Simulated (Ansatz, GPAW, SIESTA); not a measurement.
## MoS2: 4 runs at one level of theory

```
CELL_PARAMETERS angstrom
3.18454 0.00000 0.00000
-1.59227 2.75789 0.00000
0.00000 0.00000 21.67053
ATOMIC_POSITIONS crystal
Mo 0.34384 0.66824 0.85091
Mo 0.67791 0.34480 0.14846
S 0.67064 0.34761 0.77843
S 0.33154 0.66630 0.07732
S 0.65108 0.33668 0.92370
S 0.32899 0.65297 0.21840
```

The cell comes from a database or a generator and needn't be the stable form of this composition.

The cell holds a layer with vacuum beside it, so values per volume hang on the cell's height.

Atoms were shifted at random by some hundredths of an Å from the given cell, which wasn't relaxed again for these runs.

Alike in all runs: task single point; functional PBEsol; k mesh 10 × 10 × 2; occupations fermi-dirac, width 0.05 eV; no spin polarisation; no spin-orbit coupling.

```csv
program and potentials,plane-wave cutoff (eV),notes,band gap (eV),largest force (eV/Å),energy over the undisturbed cell (meV/atom)
"Ansatz, Ansatz PAW",420,"potentials made for PBE, which Ansatz adapts in part",1.29,1.259,17.26
"GPAW, PAW data sets generated for this functional",600,-,1.28,1.256,-
"Ansatz, all-electron LAPW, scalar-relativistic",-,-,1.30,1.260,-
"SIESTA, files PseudoDojo sr-pbesol-0.4.1-standard, DZP (energy shift 0.003 Ry; two zetas on semicore shells)",-,atomic basis,1.29,1.309,17.78
```

Force on atom 1 (Mo), eV/Å:

```csv
program and potentials,x,y,z
"Ansatz, Ansatz PAW",-1.195,0.396,0.041
"GPAW, PAW data sets generated for this functional",-1.192,0.395,0.041
"Ansatz, all-electron LAPW, scalar-relativistic",-1.195,0.396,0.041
"SIESTA, files PseudoDojo sr-pbesol-0.4.1-standard, DZP (energy shift 0.003 Ry; two zetas on semicore shells)",-1.241,0.414,0.051
```

The band gap spans 1.28 (GPAW, PAW data sets generated for this functional) to 1.30 eV (Ansatz, all-electron LAPW, scalar-relativistic), with all-electron results at 1.30. The gap is indirect and read on the mesh alone. Rows in atomic bases carry the error of their basis and grid, which can be large.

The functional is the same throughout but for its coding, so the spread measures potentials, basis and numerics; runs on potential files found faulty are left out.
